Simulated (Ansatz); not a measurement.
# Si (P-1) in Ansatz: band structure with HSE06

Aim: the band structure of Si with HSE06.

All numbers are computed with Ansatz 0.2.0; they aren't measurements. Logs are shortened: lines on timing, memory, paths and dates and some standing lists are left out, and cuts for length are marked.

## 1. The cell of the first run

The typed cell holds 1 atom: a = 2.765 Å, b = 2.307 Å, c = 2.655 Å, α = 60.64°, β = 73.23°, γ = 67.05°.

This isn't the form of Si at room conditions, which is diamond.

## 2. Band structure, HSE06 (cell sheared at random, sigma 0.1, atoms nudged by 0.01 Å)

The input, input:

```
crystal:
  lattice:
    - [-0.38151126, 1.90029787, 1.97204257]
    - [1.69609995, 0.02693978, 1.56359153]
    - [1.96855757, 1.76430445, -0.24551784]
  atoms:
    - { symbol: Si, position: [0.0, 0.0, 0.0] }
hamiltonian:
  xc: hse06
  pseudopotentials: { kind: paw }
kpoints:
  mp_grid: { grid: [5, 7, 6] }
  band_path:
    path:
      - [[0.0, 0.0, -0.5], [0.0, 0.0, 0.0], [-0.5, 0.0, 0.0]]
      - [[-0.5, 0.0, -0.5], [0.0, 0.0, 0.0], [0.5, 0.5, 0.5]]
      - [[0.5, 0.5, 0.0], [0.0, 0.0, 0.0], [0.0, 0.5, 0.5]]
      - [[0.0, 0.5, 0.0], [0.0, 0.0, 0.0]]
    npoints: 4
scf:
  occupations: { method: fermi_dirac, width: 0.05 }
  n_extra_bands: 6
output:
  forces: true
  stress: true
  eigenvalues: true
  fatbands: false
  write_density: true
  write_potential: true
  elf: true
  volumetric_format: npy
```

Potentials or basis: Ansatz PAW.

Standard output:

```text
Warning: output.stress: scf.convergence.dr2_threshold = 1e-7 eV (the SCF's general default) is looser than the 1e-10 eV advised for a printed stress (1e-10 eV for each atom of the cell: 1). What an SCF threshold leaves in a stress goes as its square root, and in the free energy as the threshold itself, and one threshold admits the most on a small cell: of the crystals measured, under no hybrid functional and no lock of the moments, on runs that ended without the residual-converged pass, on stresses that held no estimate of that error, the worst erred by over 100 MPa in a component at 1e-7 eV an atom and by under 5 at 1e-10. Set scf.convergence.dr2_threshold to 1e-10 eV or tighter. The threshold is an SCF's pass mark: one that does not reach it within its budget of iterations ends unconverged, or closes short of it on a stop that the run arms, and scf.convergence.dr2_threshold's page says what that costs each kind of run
Warning: output.stress: scf.exx.energy_threshold = 1e-6 eV is looser than the 1e-8 eV advised for a stress under a hybrid functional (1e-8 eV for each atom of the cell: 1). Every SCF of the exchange loop can meet its threshold on dr2 while the loop round them stops early: no threshold on dr2 bounds what that leaves in the stress. Set scf.exx.energy_threshold to 1e-8 eV or tighter. The threshold is the loop's pass mark: a loop that does not reach it within its budget of cycles ends unconverged, and scf.exx.energy_threshold's page has the law
scf.n_extra_bands = 6 over 2 filled bands (N_el = 4.0): the run solves 8 bands
GPUs: using 1 of 1 available (devices: 1).
Engine: ansatz 0.2.0, x86_64-unknown-linux-gnu
Pseudopotentials: kind: paw
Pseudopotential: Si, paw, valence charge 4, recommended cutoff 420 eV (normal), Si.paw.azcp
Functional definition: HSE06
  parameter a = 0.25
  parameter omega = 0.11/bohr
  exchange = pbe_x - a*pbe_x_sr(omega) + a*exact_x_sr(omega)
  correlation = pbe_c
device memory: the entry about to start is reckoned to put 0.6 GiB on a device that reports 53.3 GiB free (of which the cap on the GPU budget leaves the run 18.0 GiB)
GPU FFT provider: cuFFT
GPU libraries: cuBLAS 13.8.2, cuFFT 12.4.0, cuSOLVER 12.3.4
Crystal: 1 atoms, lattice volume = 13.492 Å³
Basis set: ecut = 420 eV, 269 PW (Γ), exchange–correlation on 40×32×36 points (8 copies of the dense FFT grid, shifted against one another)
Bands: 8, of which v1, the nominal top of the filled ones, is band 2 counted from 1 (1 counted from 0)
Symmetry: 2 space group operations
Space group: P-1 (ITA 2), of the structure as read, at distance tolerance 2.4e-5 Å
k-points: 106 of 210
Non-local potential: Si, projectors of the file, l = 0: 2, l = 1: 2, l = 2: 2
PAW form: soft (Blöchl's): semilocal exchange-correlation on the pseudo side does not see the compensation charge
PAW frozen core: Si, regenerated for the run's functional, and the local potential with it (the file was generated under x = pbe(κ = 0.804, μ = 0.2195149727645171), c = pbe(β = 0.06672455060314922))
PAW one-centre angular grid: Si, 110 points (default); XC on 64 Gauss nodes
Initial density: superposition of atomic densities (neutral atoms: chi_scale 0, normalization atom), corrected by the library's trained network
Initial wavefunctions: pseudopotential atomic-orbital guess
GPU buffer pool allocated for 5760 grid points (all kernels)
GPU transforms: local potential and band sums: pruned to the plane-wave sphere, on 20×15×18
Functional: x = pbe(κ = 0.804, μ = 0.2195149727645171), c = pbe(β = 0.06672455060314922), warm-up for x = pbe(κ = 0.804, μ = 0.2195149727645171) + 0.25 (exact − pbe) at short range (hse, ω = 0.20786987370883472 Å⁻¹), c = pbe(β = 0.06672455060314922); HSE06 as pw.x's `hse` composes it (authors' and Libxc's form: `xc: wpbeh`)
SCF iter   1: F=—  HF=-635.124398 eV  |F-HF|=—  |Δ(HF+E_count)|=         —  Δρ=3.84e-3  dr2=1.45e-3  ethr=1.77e-3  ⟨swp⟩=6.2  Hψ=3996  notcnv=0
preconditioner: auto → none  [insulator: Δε(μ)=0.147 eV  Ē_g=18.116 eV  σ=0.050 eV  W_gap=0.62  n_scr=0 (ndim 8)  ℏωp=20.2 eV  f_vac=0.000  D(μ)=0.37/eV (n_scr^D=0)]
SCF iter   2: F=—  HF=-635.124186 eV  |F-HF|=—  |Δ(HF+E_count)|=   2.11e-4  Δρ=1.76e-3  dr2=2.86e-4  ethr=3.62e-5  ⟨swp⟩=3.1  Hψ=1325  notcnv=0  defer=26
iter 3 solved again at ethr=1.17e-8 eV; its pass at ethr=7.15e-6 eV (dr2=4.69e-7 eV) is discarded
SCF iter   3: F=—  HF=-635.124161 eV  |F-HF|=—  |Δ(HF+E_count)|=   2.54e-5  Δρ=8.39e-5  dr2=4.68e-7  ethr=1.17e-8  ⟨swp⟩=4.0  Hψ=2697  notcnv=0  defer=2
SCF iter   4: F=—  HF=-635.124161 eV  |F-HF|=—  |Δ(HF+E_count)|=   2.63e-7  Δρ=1.03e-5  dr2=5.89e-9  ethr=1.17e-8  ⟨swp⟩=2.0  Hψ=1081  notcnv=0  defer=1
SCF iter   5: F=-635.124161 eV  HF=-635.124161 eV  |F-HF|=1.36e-11  |Δ(HF+E_count)|=   5.69e-9  Δρ=1.03e-6  dr2=6.45e-11  ethr=1.47e-10  ⟨swp⟩=2.8  Hψ=1175  notcnv=0
SCF 1 converged in 5 iterations: F = -635.124161 eV  dr2 = 6.45e-11
device memory: the entry about to start is reckoned to put 0.9 GiB on a device that reports 52.7 GiB free (of which the cap on the GPU budget leaves the run 18.0 GiB)
GPU FFT provider: cuFFT
GPU libraries: cuBLAS 13.8.2, cuFFT 12.4.0, cuSOLVER 12.3.4
Initial density: handed on by an earlier stage of this run
Initial wavefunctions: those handed on with the density
GPU buffer pool allocated for 5760 grid points (all kernels)
GPU transforms: local potential and band sums: pruned to the plane-wave sphere, on 20×15×18
Functional: x = pbe(κ = 0.804, μ = 0.2195149727645171) + 0.25 (exact − pbe) at short range (hse, ω = 0.20786987370883472 Å⁻¹), c = pbe(β = 0.06672455060314922); HSE06 as pw.x's `hse` composes it (authors' and Libxc's form: `xc: wpbeh`)
Exchange kernel: α = 0.2500, screened, ω = 0.2079 Å⁻¹, Wigner–Seitz truncation, v(0) = 1023.7657 eV·Å³, q-mesh 5×7×6, nearest image of the exchange supercell L = 13.83 Å, pair-density grid 12×9×9, without the augmentation charges, whose exchange is taken in its separable form by FFT convolution over the k-point mesh (sized by the pseudopotential files, 18×15×16 at the most), smooth part of the exact exchange by density-matrix convolution in up to 601.6 MiB of GPU memory as planned if the GPU has room (build and FFT work areas not counted)
Frozen-core exchange: fock
iter 1 solved again at ethr=3.80e-5 eV; its pass at ethr=1.00e-1 eV (dr2=1.52e-3 eV) is discarded
SCF iter   1: F=—  HF=-635.491078 eV  |F-HF|=—  |Δ(HF+E_count)|=         —  Δρ=3.36e-3  dr2=1.56e-3  ethr=3.80e-5  ⟨swp⟩=4.2  Hψ=4226  notcnv=0
preconditioner: auto → none  [insulator: Δε(μ)=0.247 eV  Ē_g=19.901 eV  σ=0.050 eV  W_gap=0.81  n_scr=0 (ndim 8)  ℏωp=20.2 eV  f_vac=0.000  D(μ)=0.22/eV (n_scr^D=0)]
SCF iter   2: F=—  HF=-635.490938 eV  |F-HF|=—  |Δ(HF+E_count)|=   1.40e-4  Δρ=1.70e-3  dr2=3.62e-4  ethr=3.70e-5  ⟨swp⟩=2.0  Hψ=1076  notcnv=0  defer=1
SCF iter   3: F=—  HF=-635.490726 eV  |F-HF|=—  |Δ(HF+E_count)|=   2.12e-4  Δρ=1.88e-4  dr2=6.27e-6  ethr=9.03e-6  ⟨swp⟩=2.5  Hψ=1186  notcnv=0  defer=1
SCF iter   4: F=-635.490727 eV  HF=-635.490727 eV  |F-HF|=5.77e-8  |Δ(HF+E_count)|=   1.20e-6  Δρ=5.40e-5  dr2=2.01e-7  ethr=1.31e-7  ⟨swp⟩=3.8  Hψ=1979  notcnv=0
SCF 2 stopped early in 4 iterations: F = -635.490727 eV  dr2 = 2.01e-7
hybrid outer 1: dexx = +5.558e-4 eV, tail = 7.46e-7 eV
GPU FFT provider: cuFFT
GPU libraries: cuBLAS 13.8.2, cuFFT 12.4.0, cuSOLVER 12.3.4
GPU buffer pool allocated for 5760 grid points (all kernels)
GPU transforms: local potential and band sums: pruned to the plane-wave sphere, on 20×15×18
Exchange kernel: α = 0.2500, screened, ω = 0.2079 Å⁻¹, Wigner–Seitz truncation, v(0) = 1023.7657 eV·Å³, q-mesh 5×7×6, nearest image of the exchange supercell L = 13.83 Å, pair-density grid 12×9×9, without the augmentation charges, whose exchange is taken in its separable form by FFT convolution over the k-point mesh (sized by the pseudopotential files, 18×15×16 at the most), smooth part of the exact exchange by density-matrix convolution in up to 601.6 MiB of GPU memory as planned if the GPU has room (build and FFT work areas not counted)
Frozen-core exchange: fock
SCF iter   1: F=—  HF=-635.490730 eV  |F-HF|=—  |Δ(HF+E_count)|=         —  Δρ=1.02e-5  dr2=8.62e-9  ethr=9.32e-8  ⟨swp⟩=4.8  Hψ=2566  notcnv=0
preconditioner: auto → none  [insulator: Δε(μ)=0.242 eV  Ē_g=19.897 eV  σ=0.050 eV  W_gap=0.78  n_scr=0 (ndim 8)  ℏωp=20.2 eV  f_vac=0.000  D(μ)=0.21/eV (n_scr^D=0)]
SCF iter   2: F=-635.490730 eV  HF=-635.490730 eV  |F-HF|=6.47e-10  |Δ(HF+E_count)|=   4.82e-9  Δρ=5.32e-6  dr2=2.03e-9  ethr=2.02e-10  ⟨swp⟩=3.4  Hψ=1378  notcnv=0  defer=9
SCF 3 converged in 2 iterations: F = -635.490730 eV  dr2 = 2.03e-9
  Residual-converged pass: ⟨swp⟩=2.7  Hψ=1159  notcnv=0  max |occ|·‖R‖ = 2.4e-6 eV (tolerance 2.4e-6 eV)  dr2=2.04e-9  dr2_onsite=3.11e-11  max |Δocc| = 9.1e-12
hybrid outer 2: dexx = +8.534e-9 eV, tail = 4.22e-9 eV, Δε = 3.56e-4 eV (about 3.53e-5 eV left of the loop's levels)
device memory: the entry about to start is reckoned to put 0.3 GiB on a device that reports 58.8 GiB free (of which the cap on the GPU budget leaves the run 18.0 GiB)
NSCF: frozen V_eff on 32 k-points, pencils in batches of 32, up to order 40
hybrid SCF converged: 2 outer / 6 inner (+5 warm-up), last move |dexx| = 8.53e-9 eV, tail = 4.22e-9 eV
Stability not checked: this state was not tested for a lower state beside it, because the functional holds exact exchange (a hybrid, or Hartree-Fock), whose exchange loop this test does not read (fock_operator; see scf.lower_state_search)
Free energy (F): -635.490730 eV
Frozen-core exchange: fock
Harris-Foulkes:  -635.490730 eV  (|F-HF|=6.47e-10)
Internal energy: -635.488751 eV  (E = F + TS)
E sigma→0 (E₀):  -635.489741 eV
Entropy (-TS):   -0.001979 eV (-1.979 meV/atom)
Fermi energy:    11.739171 eV
--- Per-component energies (eV) ---
  E_band       = 18.956019
  E_kinetic    = 43.509553
  E_local      = 2.543685  (includes V_loc(G=0)·N_el)
  E_nonlocal   = 24.994609
  E_hartree    = 1.072132
  E_xc         = -46.422945
  E_vxc        = -40.007614  (∫ρ·V_xc dr)
  E_exx        = -5.642530  (= α·E_x^exact, valence–valence)
  E_paw        = -517.437597  (= ΣΔE_a)
  E_vpaw       = -2.943419  (= ΣTr[D̂ρ^β])
  E_aug_tail   = 0.000006  (compensation charges beyond the density's cutoff)
  E_ewald      = -138.046547
  E_core_change = -0.059116  (= ΣΔE_core)
  E_smearing   = -0.001979  (= −TS)
  E_closure    = 0.000000  (closes the sum)
  Σ components = -635.490730   (vs F -635.490730, Δ=0.00e0)
--- Forces (eV/Å), atoms counted from 1 ---
  atom   1  Si     0.00000000     0.00000000     0.00000000
  max |Σ_I F_I| component: 0.00e0 eV/Å
--- Stress (GPa, compression-positive) ---
       17.399629       0.130585      11.615696
        0.130585       2.610410      -6.441059
       11.615694      -6.441058      16.154804
  P = ⅓ Tr σ = 12.0549 GPa (120.549 kbar)
--- Band table (eV; the first three rows and the last of 106) ---
  k-point 0: bands = ["-5.4690", "18.0570", "19.1305", "22.9139", "23.5198", "30.8558", "31.3782", "33.0748"]
  k-point 1: bands = ["-4.6322", "14.8248", "18.3515", "21.0286", "28.0367", "29.4965", "31.4014", "32.2136"]
  k-point 2: bands = ["-2.1415", "7.8347", "19.6484", "22.9838", "26.7588", "27.4049", "29.7400", "30.6278"]
  k-point 105: bands = ["0.1089", "3.2937", "19.0734", "21.8211", "27.5653", "29.2248", "30.7366", "35.4328"]
```

It took 59 s on 1 × NVIDIA H100 80GB HBM3 with 2 threads of AMD EPYC 7R13 (Zen 3), shared host; peak memory 1.4 GiB.

What came out:

| Quantity | Value |
| --- | --- |
| Free energy | -635.4907 eV |
| Pressure | 12.1 GPa |
| Band gap on the k mesh | none (metal or under the smearing width) |

Stress tensor (GPa, compression positive):
```
17.40  0.13 11.62
 0.13  2.61 -6.44
11.62 -6.44 16.15
```

Levels at the corners of the path, in eV from the Fermi level:
| point | band 1 | band 2 | band 3 | band 4 | band 5 |
| --- | --- | --- | --- | --- | --- |
| X | -10.28 | -9.11 | 9.98 | 10.58 | 14.61 |
| Γ | -17.21 | 6.32 | 7.39 | 11.17 | 11.78 |
| Y | -12.38 | -9.37 | 12.51 | 13.12 | 15.90 |
| L | -6.03 | -5.24 | -2.70 | 0.97 | 11.22 |
| Γ | -17.21 | 6.32 | 7.39 | 11.17 | 11.78 |
| Z | -7.66 | -6.28 | 5.00 | 6.44 | 9.67 |
| N | -6.39 | -3.93 | 3.69 | 4.78 | 4.89 |
| Γ | -17.21 | 6.32 | 7.39 | 11.17 | 11.78 |
| M | -7.42 | -5.91 | 4.30 | 5.34 | 7.41 |
| R | -7.34 | -5.57 | 6.14 | 7.17 | 7.53 |
| Γ | -17.21 | 6.32 | 7.39 | 11.17 | 11.78 |

Caveat: the k mesh is coarse (spacing up to 0.50 Å⁻¹), so the values aren't converged, least of all with exact exchange; the PAW data sets come from PBE, with cores solved anew for the run's functional, which leaves a small shift of forces and pressure; the thresholds are loose for stress.
